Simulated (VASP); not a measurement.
# IrO2 (P4_2/mnm) in VASP: further runs

One crystal, IrO2, is run at these levels: PBEsol; tasks: single point.

The COD entry that gives the cell may itself be a prediction, so a difference from it is no test against experiment.

Everything below comes from runs of VASP 6.6.1. Logs are shortened: lines on timing, memory, paths and dates and some standing lists are left out, and cuts for length are marked.

### Step 1. The structure

It takes space group P4_2/mnm (No. 136, tetragonal). Conventional cell: a = 4.505 Å, b = 4.505 Å, c = 3.159 Å, α = 90.00°, β = 90.00°, γ = 90.00°. Around Ir (site symmetry mmm) lie 6 O at 1.96 to 2.00 Å. O (site symmetry m2m) is surrounded by 3 Ir at 1.96 to 2.00 Å.

### Step 2. Single point, PBEsol

Contents of INCAR:

```
ALGO = Normal
EDIFF = 1E-6
ENCUT = 520
GGA = PS
ISIF = 2
ISMEAR = 1
LASPH = True
LCHARG = False
LREAL = False
LWAVE = False
NBANDS = 30
NELM = 100
PREC = Accurate
SIGMA = 0.15
```

Contents of KPOINTS:

```
k-points
0
Gamma
  5 5 7
```

Contents of POSCAR:

```
IrO2
1.0
    4.5051000000      0.0000000000      0.0000000000
    0.0000000000      4.5051000000      0.0000000000
    0.0000000000      0.0000000000      3.1586000000
Ir O
2 4
Direct
    0.0000000000      0.0000000000      0.0000000000
    0.5000000000      0.5000000000      0.5000000000
    0.3077000000      0.3077000000      0.0000000000
    0.1923000000      0.8077000000      0.5000000000
    0.6923000000      0.6923000000      0.0000000000
    0.8077000000      0.1923000000      0.5000000000
```

Potentials or basis: VASP PAW PBE potentials, release 64 (Ir, O).

Run with:

```bash
$ cat potpaw_PBE.64/Ir/POTCAR potpaw_PBE.64/O/POTCAR > POTCAR
$ mpirun -np 1 vasp_std > vasp.out
```

OUTCAR:

```text
EDIFF = 1E-6
   ENCUT = 520
   GGA = PS
   ISIF = 2
   ISMEAR = 1
   LASPH = True
   LREAL = False
   NELM = 100
   PREC = Accurate

 ion  position               nearest neighbor table
   1  0.000  0.000  0.000-   3 1.96   5 1.96   4 2.00   6 2.00   4 2.00   6 2.00
   2  0.500  0.500  0.500-   4 1.96   6 1.96   5 2.00   3 2.00   3 2.00   5 2.00
   3  0.308  0.308  0.000-   1 1.96   2 2.00   2 2.00
   4  0.192  0.808  0.500-   2 1.96   1 2.00   1 2.00
   5  0.692  0.692  0.000-   1 1.96   2 2.00   2 2.00
   6  0.808  0.192  0.500-   2 1.96   1 2.00   1 2.00

  LATTYP: Found a simple tetragonal cell.
 ALAT       =     4.5051000000
 C/A-ratio  =     0.7011165124

  Lattice vectors:

 A1 = (   4.5051000000,   0.0000000000,   0.0000000000)
 A2 = (   0.0000000000,   4.5051000000,   0.0000000000)
 A3 = (   0.0000000000,   0.0000000000,   3.1586000000)

Analysis of symmetry for initial positions (statically):
=====================================================================
 Subroutine PRICEL returns:
 Original cell was already a primitive cell.

 Routine SETGRP: Setting up the symmetry group for a
 simple tetragonal supercell.

 Subroutine GETGRP returns: Found 16 space group operations
 (whereof  8 operations were pure point group operations)
 out of a pool of 16 trial point group operations.

The static configuration has the point symmetry D_2h.
 The point group associated with its full space group is D_4h.

Analysis of symmetry for dynamics (positions and initial velocities):
=====================================================================
 Subroutine PRICEL returns:
 Original cell was already a primitive cell.

 Routine SETGRP: Setting up the symmetry group for a
 simple tetragonal supercell.

 Subroutine GETGRP returns: Found 16 space group operations
 (whereof  8 operations were pure point group operations)
 out of a pool of 16 trial point group operations.

The dynamic configuration has the point symmetry D_2h.
 The point group associated with its full space group is D_4h.

 Subroutine INISYM returns: Found 16 space group operations
 (whereof  8 operations are pure point group operations),
 and found     1 'primitive' translations

----------------------------------------------------------------------------------------

                                     Primitive cell

  volume of cell :      64.1067

  direct lattice vectors                    reciprocal lattice vectors
     4.505100000  0.000000000  0.000000000     0.221970655  0.000000000  0.000000000
     0.000000000  4.505100000  0.000000000     0.000000000  0.221970655  0.000000000
     0.000000000  0.000000000  3.158600000     0.000000000  0.000000000  0.316595960

  length of vectors
     4.505100000  4.505100000  3.158600000     0.221970655  0.221970655  0.316595960

  position of ions in fractional coordinates (direct lattice)
     0.000000000  0.000000000  0.000000000
     0.500000000  0.500000000  0.500000000
     0.307700000  0.307700000  0.000000000
     0.192300000  0.807700000  0.500000000
     0.692300000  0.692300000  0.000000000
     0.807700000  0.192300000  0.500000000

  ion indices of the primitive-cell ions
   primitive index   ion index
                 1           1
                 2           2
                 3           3
                 4           4
                 5           5
                 6           6

----------------------------------------------------------------------------------------

 KPOINTS: k-points

Automatic generation of k-mesh.
 Grid dimensions read from file:
 generate k-points for:    5    5    7

 Generating k-lattice:

  Cartesian coordinates                     Fractional coordinates (reciprocal lattice)
     0.044394131  0.000000000  0.000000000     0.200000000  0.000000000  0.000000000
     0.000000000  0.044394131  0.000000000     0.000000000  0.200000000  0.000000000
     0.000000000  0.000000000  0.045227994     0.000000000  0.000000000  0.142857143

  Length of vectors
     0.044394131  0.044394131  0.045227994

  Shift w.r.t. Gamma in fractional coordinates (k-lattice)
     0.000000000  0.000000000  0.000000000

 Subroutine IBZKPT returns following result:
 ===========================================

 Found     24 irreducible k-points:

 Following reciprocal coordinates:
            Coordinates               Weight
  0.000000  0.000000  0.000000      1.000000
  0.200000  0.000000  0.000000      4.000000
  0.400000  0.000000  0.000000      4.000000
  0.200000  0.200000  0.000000      4.000000
  0.400000  0.200000  0.000000      8.000000
  0.400000  0.400000  0.000000      4.000000
[... 16 lines left out ...]
  0.400000  0.200000  0.428571     16.000000
  0.400000  0.400000  0.428571      8.000000
   k-points           NKPTS =     24   k-points in BZ     NKDIM =     24   number of bands    NBANDS=     30
   number of dos      NEDOS =    301   number of ions     NIONS =      6
   total plane-waves  NPLWV =  31104
   dimension x,y,z NGX =    36 NGY =   36 NGZ =   24
   dimension x,y,z NGXF=    72 NGYF=   72 NGZF=   48
   ions per type =               2   4
   NGX,Y,Z   is equivalent  to a cutoff of  13.28, 13.28, 12.63 a.u.
   NGXF,Y,Z  is equivalent  to a cutoff of  26.57, 26.57, 25.26 a.u.
 SYSTEM =  unknown system
   PREC   = accura    normal or accurate (medium, high low for compatibility)
   ISTART =      0    job   : 0-new  1-cont  2-samecut
   ICHARG =      2    charge: 1-file 2-atom 10-const
   ISPIN  =      1    spin polarized calculation?
   LNONCOLLINEAR =      F non collinear calculations
   LSORBIT =      F    spin-orbit coupling
   LASPH  =      T    aspherical Exc in radial PAW
   ENCUT  =  520.0 eV  38.22 Ry    6.18 a.u.   8.38  8.38  5.87*2*pi/ulx,y,z
   NELM   =    100;   NELMIN=  2; NELMDL= -5     # of ELM steps
   EDIFF  = 0.1E-05   stopping-criterion for ELM
   LREAL  =      F    real-space projection
   EDIFFG = 0.1E-04   stopping-criterion for IOM
   NSW    =      0    number of steps for IOM
   IBRION =     -1    ionic relax: 0-MD 1-quasi-New 2-CG
   NFREE  =      0    steps in history (QN), initial steepest desc. (CG)
   ISIF   =      2    stress and relaxation
   ISYM   =      2    0-nonsym 1-usesym 2-fastsym
   POTIM  = 0.5000    time-step for ionic-motion
   TEBEG  =    0.0;   TEEND  =   0.0 temperature during run
   PSTRESS=    0.0 pullay stress
   NELECT =      42.0000    total number of electrons
   NUPDOWN=      -1.0000    fix difference up-down
   EMIN   =  10.00;   EMAX   =-10.00  energy-range for DOS
   EFERMI =   0.00;   METHOD = LEGACY
   ISMEAR =     1;   SIGMA  =   0.15  broadening in eV -4-tet -1-fermi 0-gaus
   EFERMI_NEDOS =   21; number of points for ismear=-14 and -15
   IALGO  =     38    algorithm
   IMIX   =      4    mixing-type and parameters
     AMIX     =   0.40;   BMIX     =  1.00
     AMIX_MAG =   1.60;   BMIX_MAG =  1.00
  volume/ion in A,a.u.               =      10.68        72.10
  Fermi-wavevector in a.u.,A,eV,Ry     =   1.421860  2.686925 27.506696  2.021685
  Thomas-Fermi vector in A             =   2.542625
   LORBIT       =      0    0 simple, 1 ext, 2 COOP (PROOUT), +10 PAW based schemes
   GGA     = PS    functional components
   LHFCALC =     F    Hartree Fock is set to
   AEXX    =    0.0000 exact exchange contribution
   IVDW    =     0    specifies the selected vdW correction
   LEPSILON=     F    determine dielectric tensor
   LRPA    =     F    only Hartree local field effects (RPA)
 non-spin polarized calculation
 Methfessel and Paxton  Order N= 1 SIGMA  =   0.15
  energy-cutoff  :      520.00
  volume of cell :       64.11
 maximum number of plane-waves:      1756
 NGX is ok and might be reduce to    36
   NGX = 17   NGY = 17   NGZ = 11

 number of electron      41.9999995 magnetization

 Free energy of the ion-electron system (eV)
  ---------------------------------------------------
  ext. energy  EPLUGINS =         0.00000000
  ---------------------------------------------------
  free energy    TOTEN  =       -45.53720791 eV

  energy without entropy =      -45.52610237  energy(sigma->0) =      -45.53350606

 E-fermi :   6.0809     XC(G=0): -12.2612

 val. band max:        6.0759023366   @ k =   0.4000   0.4000   0.0000
 cond. band min:       6.0960141319   @ k =   0.4000   0.4000   0.1429
 fundamental gap:      0.0201117954
 Fermi energy:         6.0808650090

 k-point     1 :       0.0000    0.0000    0.0000
  band No.  band energies     occupation
      1     -15.1248      2.00000
      2     -13.8893      2.00000
      3     -12.8129      2.00000
      4     -12.8129      2.00000
      5      -3.8696      2.00000
      6      -3.6135      2.00000
[... 22 lines left out ...]
     29      14.3749      0.00000
     30      17.8318      0.00000

 k-point     2 :       0.2000    0.0000    0.0000
  band No.  band energies     occupation
      1     -14.9679      2.00000
      2     -13.8758      2.00000
      3     -13.0116      2.00000
      4     -12.9060      2.00000
      5      -3.4720      2.00000
      6      -3.3097      2.00000
[... 22 lines left out ...]
     29      14.5710      0.00000
     30      17.4996      0.00000

 k-point     3 :       0.4000    0.0000    0.0000
  band No.  band energies     occupation
      1     -14.5433      2.00000
      2     -14.0427      2.00000
      3     -13.2467      2.00000
      4     -13.1158      2.00000
      5      -2.6135      2.00000
      6      -2.5951      2.00000
[... 22 lines left out ...]
     29      15.3127      0.00000
     30      16.5076      0.00000

 k-point     4 :       0.2000    0.2000    0.0000
  band No.  band energies     occupation
      1     -14.8495      2.00000
      2     -13.8978      2.00000
      3     -13.1956      2.00000
      4     -12.8669      2.00000
      5      -3.7360      2.00000
      6      -2.5760      2.00000
[... 616 lines left out ...]
     29      17.0995      0.00000
     30      17.3015      0.00000

 k-point    23 :       0.4000    0.2000    0.4286
  band No.  band energies     occupation
      1     -13.7949      2.00000
      2     -13.6975      2.00000
      3     -13.3442      2.00000
      4     -13.2731      2.00000
      5      -2.5266      2.00000
      6      -2.3402      2.00000
[... 22 lines left out ...]
     29      16.2237      0.00000
     30      16.6105      0.00000

 k-point    24 :       0.4000    0.4000    0.4286
  band No.  band energies     occupation
      1     -13.6922      2.00000
      2     -13.6134      2.00000
      3     -13.4320      2.00000
      4     -13.3590      2.00000
      5      -2.4581      2.00000
      6      -2.3241      2.00000
[... 22 lines left out ...]
     29      15.7606      0.00000
     30      15.9436      0.00000

------------------------ aborting loop because EDIFF is reached ----------------------------------------

  FORCE on cell =-STRESS in cart. coord.  units (eV):
  Direction    XX          YY          ZZ          XY          YZ          ZX
  --------------------------------------------------------------------------------------
  -------------------------------------------------------------------------------------
  Total       -0.7696043     -0.7696043     -0.6625404      0.0000000      0.0000000      0.0000000
  in kB      -19.2342187    -19.2342187    -16.5584422      0.0000000      0.0000000      0.0000000
  external PRESSURE =     -18.3422932 kB  Pullay stress =       0.0000000 kB

 VOLUME and BASIS-vectors are now :
 -----------------------------------------------------------------------------
  energy-cutoff  :      520.00
  volume of cell :       64.11
      direct lattice vectors                 reciprocal lattice vectors
     4.505100000  0.000000000  0.000000000     0.221970655  0.000000000  0.000000000
     0.000000000  4.505100000  0.000000000     0.000000000  0.221970655  0.000000000
     0.000000000  0.000000000  3.158600000     0.000000000  0.000000000  0.316595960

 POSITION                                       TOTAL-FORCE (eV/Angst)
 -----------------------------------------------------------------------------------
      0.00000      0.00000      0.00000         0.000000      0.000000     -0.000000
      2.25255      2.25255      1.57930         0.000000      0.000000     -0.000000
      1.38622      1.38622      0.00000         0.101280      0.101280      0.000000
      0.86633      3.63877      1.57930        -0.101280      0.101280     -0.000000
      3.11888      3.11888      0.00000        -0.101280     -0.101280     -0.000000
      3.63877      0.86633      1.57930         0.101280     -0.101280     -0.000000
 -----------------------------------------------------------------------------------
    total drift:                                0.000000     -0.000000     -0.000000

  FREE ENERGIE OF THE ION-ELECTRON SYSTEM (eV)
  ---------------------------------------------------
  free  energy   TOTEN  =       -45.5372079055 eV

  energy  without entropy=      -45.5261023722  energy(sigma->0) =      -45.53350606
```

It took 21 s on 1 thread of Intel Xeon 6975P-C (Granite Rapids), shared host; peak memory 0.19 GiB.

Results:

```
Free energy            : -45.5372 eV
Pressure               : -1.8 GPa
Largest force          : 0.143 eV/Å
Band gap on the k mesh : none (metal or under the smearing width)
```

Forces on the atoms (eV/Å):
```
Ir   0.000  0.000  0.000
Ir   0.000  0.000  0.000
O    0.101  0.101  0.000
O   -0.101  0.101  0.000
O   -0.101 -0.101  0.000
O    0.101 -0.101  0.000
```

Stress tensor (GPa, compression positive):
```
-1.92  0.00  0.00
 0.00 -1.92  0.00
 0.00  0.00 -1.66
```

Levels at points of the mesh, in eV from the Fermi level:
```tsv
k point	band 19	band 20	band 21	band 22	band 23	band 24
(0.00, 0.00, 0.00)	-2.42	-2.31	-2.29	0.68	1.23	4.06
```

Caveat: the PAW data sets were made with another functional, which shifts forces and pressure a little. Spin-orbit coupling is left out, which matters for the levels of Ir.

### Step 3. Single point, PBEsol

Contents of INCAR:

```
SYSTEM = IrO2
  PREC = Accurate
  ENCUT = 520
  EDIFF = 1E-6
  ISMEAR = 1
  SIGMA = 0.15
  LREAL = .FALSE.
  LASPH = .TRUE.
  NELM = 100
  ALGO = Normal
  ISIF = 2
  LWAVE = .FALSE.
  LCHARG = .TRUE.
  GGA = PS
  LELF = .TRUE.
  LVHAR = .TRUE.
  NBANDS = 30
```

Contents of KPOINTS:

```
regular mesh
0
G
  5 5 7
  0 0 0
```

POSCAR is that of step 2.

Potentials or basis: VASP PAW PBE potentials, release 64 (Ir, O).

Run with:

```bash
$ cat potpaw_PBE.64/Ir/POTCAR potpaw_PBE.64/O/POTCAR > POTCAR
$ mpirun -np 1 vasp_std > vasp.out
```

Wall time 22 s (1 thread of Intel Xeon 6975P-C (Granite Rapids), shared host); peak memory 0.19 GiB.

Results (log left out):

```yaml
Free_energy: -45.5372 eV
Pressure: -1.8 GPa
Largest_force: 0.143 eV/Å
Band_gap_on_the_k_mesh: none (metal or under the smearing width)
```

Forces in eV/Å, atoms in the order of the input:
```
Ir   0.000  0.000  0.000
Ir   0.000  0.000  0.000
O    0.101  0.101  0.000
O   -0.101  0.101  0.000
O   -0.101 -0.101  0.000
O    0.101 -0.101  0.000
```

Stress tensor (GPa, compression positive):
```
-1.92  0.00  0.00
 0.00 -1.92  0.00
 0.00  0.00 -1.66
```

Levels at points of the mesh, in eV from the Fermi level:
| k point | band 19 | band 20 | band 21 | band 22 | band 23 | band 24 |
| --- | --- | --- | --- | --- | --- | --- |
| (0.00, 0.00, 0.00) | -2.42 | -2.31 | -2.29 | 0.68 | 1.23 | 4.06 |

Caveat: the PAW data sets were made with another functional, which shifts forces and pressure a little.
